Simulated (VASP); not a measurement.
# Bi: single point with TB-mBJ

Crystal: Bi.

```
Bi
1.0
    -1.98143    1.98143    1.98143
     1.98143   -1.98143    1.98143
     1.98143    1.98143   -1.98143
Bi
1
Direct
  0.00000 0.00000 0.00000
```

This isn't the form of Bi at room conditions, which is rhombohedral.

```yaml
Program: VASP 6.6.1
Task: single point
Functional: TB-mBJ
Potentials_or_basis: VASP PAW PBE potentials, release 64 (Bi_d)
Cutoff: 520 eV
k_mesh: 9 × 9 × 9
Occupations: tetrahedron
Spin: no spin polarisation
Further_INCAR_settings: ALGO = Normal; EDIFF = 1e-07; NBANDS = 14; AMIX = 0.2; BMIX = 0.0001
```

```json
{
  "Band gap on the k mesh": "none (metal or under the smearing width)"
}
```

Levels at points of the mesh, in eV from the Fermi level:
| k point | band 3 | band 4 | band 5 | band 6 | band 7 | band 8 | band 9 | band 10 | band 11 | band 12 |
| --- | --- | --- | --- | --- | --- | --- | --- | --- | --- | --- |
| (0.00, 0.00, 0.00) | -23.51 | -23.38 | -23.38 | -13.55 | 5.05 | 5.05 | 5.05 | 9.27 | 10.27 | 10.27 |

Run time: 32 s on 1 thread of Intel(R) Xeon(R) 6975P-C (Granite Rapids), with other jobs on the host, peak memory 0.16 GiB.

Caveat: spin-orbit coupling is left out, which moves the levels of the heavy elements.
